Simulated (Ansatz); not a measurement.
## Optical constants of ZrO2

Method: DFT PBEsol, scalar-relativistic, plane waves, PAW (Ansatz). Cutoff 420 eV, 8×8×8 k-points (Γ-centred), Gaussian smearing of 0.01 eV. No spin polarisation.

Relaxed structure:
```
Zr O
1.0
     0.00000    2.53202    2.53202
     2.53202    0.00000    2.53202
     2.53202    2.53202    0.00000
Zr O
1 2
Direct
  0.00000 0.00000 0.00000
  0.25000 0.25000 0.25000
  0.75000 0.75000 0.75000
```

Independent-particle response (no local fields, no excitons) on a 12×12×12 mesh, broadened by 0.1 eV. Light polarised along z. The bands above those solved add 0.15 to ε₁ at zero frequency; that share is added as a constant.

**Question.** Tabulate ε₁ and ε₂ against photon energy.

**Answer.**
```csv
E (eV),ε₁,ε₂
0.1,6.01,0.00
0.5,6.03,0.00
0.9,6.09,0.00
1.3,6.18,0.00
1.7,6.31,0.00
2.1,6.50,0.00
2.5,6.75,0.00
2.9,7.12,0.00
3.3,7.69,0.00
3.7,8.86,0.01
4.1,10.15,2.73
4.5,8.39,3.58
4.9,8.34,3.98
5.3,7.97,5.04
5.7,7.59,4.67
6.1,7.81,5.39
6.5,7.29,5.80
6.9,8.59,6.17
7.3,7.81,9.98
7.7,5.39,10.91
8.1,2.82,12.28
8.5,0.12,10.63
8.9,-4.26,9.42
9.3,-3.36,5.69
9.7,-2.34,4.48
10.1,-1.84,4.32
10.5,-1.14,3.50
10.9,-2.35,4.06
11.3,-2.43,2.68
11.7,-2.02,1.98
```

**Question.** Where is the highest local maximum of ε₂ between 0.3 and 12 eV?

**Answer.** At 8.2 eV, where ε₂ = 12.5.

**Question.** How do the static value and the gaps compare?

**Answer.** ε₁(0) = 6.01; on the self-consistent k mesh the Kohn–Sham gap is 3.33 eV and the least direct gap 3.76 eV.

This fluorite-type form isn't the usual stable structure of the compound.

Cost: 1 run of about 0.11 core-minutes, on AMD EPYC 9R45 (Zen 5) (shared hosts).